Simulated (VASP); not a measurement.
Runs of VASP 6.6.1 on LiF (Griceite). Symmetry: Fm-3m, No. 225, cubic system. Conventional cell: a = 4.028 Å, b = 4.028 Å, c = 4.028 Å, α = 90.00°, β = 90.00°, γ = 90.00°. F (site symmetry m-3m) is surrounded by 6 Li at 2.01 Å. Around Li (site symmetry m-3m) lie 6 F at 2.01 Å. 

```csv
level,potentials or basis,gap on the mesh (eV)
PBEsol,"VASP PAW PBE potentials, release 64 (F, Li_sv)",(a)
TB-mBJ,"VASP PAW PBE potentials, release 64 (F, Li_sv)",12.55
r2SCAN,"VASP PAW PBE potentials, release 64 (F, Li_sv)",10.27
LDA,"VASP PAW LDA potentials, release 64 (F, Li_sv)",8.83
```

Alike in all rows: task band structure; no spin polarisation; cell as given; k mesh 12 × 12 × 12; cutoff (eV) 520; smearing gaussian 0.02 eV.

Fill in the values left out.

(a) 8.92.

